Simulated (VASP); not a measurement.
Wanted: the native input for a VASP 6.6.1 run.

| Item | Value |
| --- | --- |
| Task | single point |
| Functional | PBE |
| Potentials or basis | VASP PAW PBE potentials, release 64 (Si, O) |
| Cutoff | 520 eV |
| k mesh | 3 × 3 × 3 |
| Occupations | fermi-dirac, width 0.02 eV |
| Spin | no spin polarisation |
| Dipole correction | no |
| Further INCAR settings | LREAL = Auto; ALGO = Fast; EDIFF = 1e-07; NBANDS = 120 |

The structure of SiO2 lies in POSCAR:

```
SiO2
1.0
    7.3631227691      0.0000000000      0.0000000000
    0.0000000000      7.3631227691      0.0000000000
    0.0000000000      0.0000000000      8.5034992323
Si O
12 24
Direct
    0.4301096747      0.4301096747      0.0000000000
    0.0698903253      0.9301096747      0.2500000000
    0.5698903253      0.5698903253      0.5000000000
    0.9301096747      0.0698903253      0.7500000000
    0.3740961031      0.1521877990      0.2344320562
    0.3478122010      0.8740961031      0.4844320562
    0.6259038969      0.8478122010      0.7344320562
    0.6521877990      0.1259038969      0.9844320562
    0.8740961031      0.3478122010      0.5155679438
    0.8478122010      0.6259038969      0.2655679438
    0.1259038969      0.6521877990      0.0155679438
    0.1521877990      0.3740961031      0.7655679438
    0.3704353298      0.3588996299      0.1746251381
    0.1411003701      0.8704353298      0.4246251381
    0.6295646702      0.6411003701      0.6746251381
    0.8588996299      0.1295646702      0.9246251381
    0.8704353298      0.1411003701      0.5753748619
    0.6411003701      0.6295646702      0.3253748619
    0.1295646702      0.8588996299      0.0753748619
    0.3588996299      0.3704353298      0.8253748619
    0.1511079951      0.1301533217      0.2263218185
    0.3698466783      0.6511079951      0.4763218185
    0.8488920049      0.8698466783      0.7263218185
    0.6301533217      0.3488920049     -0.0236781815
    0.6511079951      0.3698466783      0.5236781815
    0.8698466783      0.8488920049      0.2736781815
    0.3488920049      0.6301533217      1.0236781815
    0.1301533217      0.1511079951      0.7736781815
    0.4246730537      0.0538289250      0.3962916671
    0.4461710750      0.9246730537      0.6462916671
    0.5753269463      0.9461710750      0.8962916671
    0.5538289250      0.0753269463      0.1462916671
    0.9246730537      0.4461710750      0.3537083329
    0.9461710750      0.5753269463      0.1037083329
    0.0753269463      0.5538289250      0.8537083329
    0.0538289250      0.4246730537      0.6037083329
```

The cell was relaxed by an earlier calculation.

The cell isn't the ideal one: volume scaled by 0.96, ions relaxed.

One way to write it, as run:

INCAR

```
SYSTEM = SiO2
ALGO     = Fast           ! electronic algorithm
EDIFF    = 1E-7           ! SCF threshold, eV
ENCUT    = 520            ! plane-wave cutoff, eV
GGA      = PE             ! functional
ISIF     = 2              ! what is computed and relaxed
ISMEAR   = -1             ! smearing method
LASPH    = .True.         ! aspherical terms in the spheres
LCHARG   = .False.        ! write CHGCAR
LREAL    = Auto         
LWAVE    = .False.        ! write WAVECAR
NBANDS   = 120            ! bands
NELM     = 100            ! most SCF steps
PREC     = Accurate       ! precision mode
SIGMA    = 0.02           ! smearing width, eV
```

KPOINTS

```
k-points
0
Gamma
  3 3 3
  0 0 0
```

Potentials or basis: VASP PAW PBE potentials, release 64 (Si, O).

The run is started by

```bash
$ cat potpaw_PBE.64/Si/POTCAR potpaw_PBE.64/O/POTCAR > POTCAR
$ mpirun -np 1 vasp_std > vasp.out
```

Results of the run:

- Pressure: 15.1 GPa
- Largest force: 0.747 eV/Å
- Band gap on the k mesh: 4.48 eV, indirect (least direct gap 4.50 eV)

Caveat: so large a pressure means that the cell lies far from this level's equilibrium, or that cutoff or potentials fall short; an odd mesh through Γ misses points on the zone boundary, where band edges often lie.

It took 4.8 min on 1 thread of Intel(R) Xeon(R) 6975P-C (Granite Rapids), with other jobs on the host, peak memory 0.56 GiB.
